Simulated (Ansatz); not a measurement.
Wanted: the native input for an Ansatz 0.2.0 run.

```
Task                : single point
Functional          : PBE
Potentials or basis : Ansatz PAW
Cutoff              : 420 eV (not typed: the program's choice for these potentials)
k mesh              : 12 × 12 × 3
Occupations         : gaussian, width 0.015 eV
Spin                : no spin polarisation
```

C:

```xyz
12
Lattice="2.5221 0.0000 0.0000 -1.2611 2.1842 0.0000 0.0000 0.0000 12.3557" Properties=species:S:1:pos:R:3 pbc="T T T"
C     1.2611    0.7281    4.3760
C     0.0000    1.4561   10.5539
C     1.2611    0.7281    1.8018
C     0.0000    1.4561    7.9797
C     1.2611    0.7281    5.9205
C     0.0000    1.4561   12.0983
C     1.2611    0.7281    0.2574
C     0.0000    1.4561    6.4352
C     0.0000    0.0000   10.0390
C     0.0000    0.0000    3.8612
C     0.0000    0.0000    8.4945
C     0.0000    0.0000    2.3167
```

This is a hexagonal form of diamond, not graphite.

These files were run (other wordings do the same):

input.yaml

```yaml
crystal:
  lattice:
    - [2.5221, 0.0, 0.0]
    - [-1.26105, 2.1842026709, 0.0]
    - [0.0, 0.0, 12.3557]
  atoms:
    - { symbol: C, position: [0.6666666667, 0.3333333333, 0.35417] }
    - { symbol: C, position: [0.3333333333, 0.6666666667, 0.85417] }
    - { symbol: C, position: [0.6666666667, 0.3333333333, 0.14583] }
    - { symbol: C, position: [0.3333333333, 0.6666666667, 0.64583] }
    - { symbol: C, position: [0.6666666667, 0.3333333333, 0.47917] }
    - { symbol: C, position: [0.3333333333, 0.6666666667, 0.97917] }
    - { symbol: C, position: [0.6666666667, 0.3333333333, 0.02083] }
    - { symbol: C, position: [0.3333333333, 0.6666666667, 0.52083] }
    - { symbol: C, position: [0.0, 0.0, 0.8125] }
    - { symbol: C, position: [0.0, 0.0, 0.3125] }
    - { symbol: C, position: [0.0, 0.0, 0.6875] }
    - { symbol: C, position: [0.0, 0.0, 0.1875] }
hamiltonian:
  xc: pbe
  pseudopotentials: { kind: paw }
kpoints:
  mp_grid: { grid: [12, 12, 3] }
scf:
  occupations: { method: gaussian, width: 0.015 }
output:
  forces: true
  stress: true
  eigenvalues: true
```

Potentials or basis: Ansatz PAW.

Launch:

```sh
$ ansatz run input.yaml --threads 4 --pin off --max-ram 11264MiB --backend cpu --events-out ev --progress --plain --runs-dir out
```

It gave:

| Item | Value |
| --- | --- |
| Pressure | 2.1 GPa |
| Largest force | 0.331 eV/Å |
| Band gap on the k mesh | 4.39 eV, indirect (least direct gap 5.31 eV) |

Caveat: odd divisions of the mesh miss points on the zone boundary, where band edges often lie, so the gap on the mesh can be too wide; the pressure holds a Pulay correction of +1.0 GPa for the finite cutoff.

It took 2.1 s on 4 threads of Intel(R) Xeon(R) Processor @ 2.70GHz (shared host), peak memory 0.42 GiB.
